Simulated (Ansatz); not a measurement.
Runs of Ansatz 0.2.0 on Hf. The structure is hexagonal, space group P6/mmm (No. 191). Conventional cell: a = 4.962 Å, b = 4.962 Å, c = 3.086 Å, α = 90.00°, β = 90.00°, γ = 120.00°. Around Hf (site symmetry 6/mmm) lie 14 Hf at 3.09 to 3.25 Å. Hf (site symmetry -6m2) is surrounded by 11 Hf at 2.87 to 3.25 Å. This isn't the form of Hf at room conditions, which is hcp.

```csv
level,potentials or basis,k mesh,cutoff (eV),mesh quality,pressure (GPa)
PBEsol,"all-electron LAPW, scalar-relativistic",4 × 4 × 7,247,coarse,(b)
PBEsol,"all-electron LAPW, non-relativistic",6 × 6 × 9,242,not flagged,2.0
PBEsol,"all-electron LAPW, inner shells corrected to Dirac's equation",6 × 6 × 9,247,not flagged,-2.6
LDA,"all-electron LAPW, scalar-relativistic",6 × 6 × 9,247,not flagged,(a)
PBEsol,"all-electron LAPW, scalar-relativistic",6 × 6 × 9,247,not flagged,-2.7
```

Alike in all rows: task band structure; no spin polarisation; cell as given; smearing fermi-dirac 0.05 eV; basis error allowed 0.002 eV/atom.

Fill in the values left out.

(a) -6.6; (b) -3.0.

Caveats: some runs use coarse meshes; the k mesh is thin for a metal, which can move the energy by tens of meV per atom (some runs); relativity is left out, which matters for the heavier elements (some runs).

Not every run made on this cell is shown here.
